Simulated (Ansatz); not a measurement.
# Fe: the cost of one run

Program: Ansatz 0.2.0. Level of theory: DFT PBE, scalar-relativistic, plane waves, PAW. These are calculated values, not measurements.

1 further run of the same task is left out (set aside as unsound or not needed).

**1. The system as given**

Symmetry: I4/mmm, No. 139, tetragonal system. Conventional cell: a = 2.951 Å, b = 2.951 Å, c = 2.759 Å, α = 90.00°, β = 90.00°, γ = 90.00°. Cu (site symmetry 4/mmm) is surrounded by 10 Cu at 2.50 to 2.76 Å.

Structure file:

```
Cu
1.0
    -1.47553    1.47553    1.37956
     1.47553   -1.47553    1.37956
     1.47553    1.47553   -1.37956
Cu
1
Direct
  0.00000 0.00000 0.00000
```

It goes back to an entry of the Materials Project, which need not be the stable form.

It is the result of an earlier relaxation at this level (volume 12.01 Å³/atom; gap on the mesh: none (metal)).

**2. Cu → Fe: the starting cell**

The start of Fe: fractional positions of relaxed Cu, cell scaled by 1.000, a guess from tabulated radii. Atoms that may carry a moment start with parallel spins.

**3. A first look at the start (Fe)**

Contents of input.yaml:

```yaml
crystal:
  lattice:
    - [-1.4755309227, 1.4755309227, 1.3795553961]
    - [1.4755309227, -1.4755309227, 1.3795553961]
    - [1.4755309227, 1.4755309227, -1.3795553961]
  atoms:
    - { symbol: Fe, position: [0.0, 0.0, 0.0], spin: 4.0 }
basis:
  ecutwfc: 420
kpoints:
  mp_grid: { grid: [8, 8, 8] }
hamiltonian:
  xc: pbe
scf:
  occupations: { method: gaussian, width: 0.1 }
  lower_state_search: "off"
output:
  forces: true
  stress: true
  eigenvalues: true
  populations: true
magnetization:
  spin_polarized: true
```

Run with:

```
ansatz run input.yaml --threads 1 --pin off --max-ram 1331MiB --backend cpu --events-out ev --progress --plain --runs-dir out
```

**Question.** How long does this run take on 1 thread of an Arm CPU, shared host, and how much memory does it need?

About 3.8 s, with a peak of 0.29 GiB.
